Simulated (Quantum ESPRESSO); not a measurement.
ZnO (zincite): equation of state with PBE

ZnO (zincite):

```
Zn O
1.0
     3.24931    0.00000    0.00000
    -1.62465    2.81398    0.00000
     0.00000    0.00000    5.20571
Zn O
2 2
Direct
  0.66667 0.33333 0.00000
  0.33333 0.66667 0.50000
  0.33333 0.66667 0.87901
  0.66667 0.33333 0.37901
```

```
Program             : Quantum ESPRESSO 7.5
Task                : equation of state
Functional          : PBE
Potentials or basis : SSSP 1.3 efficiency PBE
Cutoff              : 748 eV
Density cutoff      : 5987 eV
k mesh              : 9 × 9 × 5
Occupations         : fermi-dirac, width 0.05 eV
Spin                : no spin polarisation
```

The equilibrium volume is 12.37 Å³/atom. The bulk modulus at fixed shape and positions is 129 GPa and the pressure derivative of the bulk modulus is 4.4.

Energy against volume, from the lowest point:
```
volume (Å³/atom)  energy (meV/atom)
          11.186              54.44
          11.424              33.43
          11.662              18.02
          11.900               7.63
          12.138               1.78
          12.376               0.00
          12.614               1.89
```

All runs of the series together: 5.5 min on 1 thread of Arm Neoverse V1, with other jobs on the host.

Caveat: the cell was scaled at fixed shape and fractional positions, which overstates the stiffness of a crystal with free parameters, most of all of layers and chains.
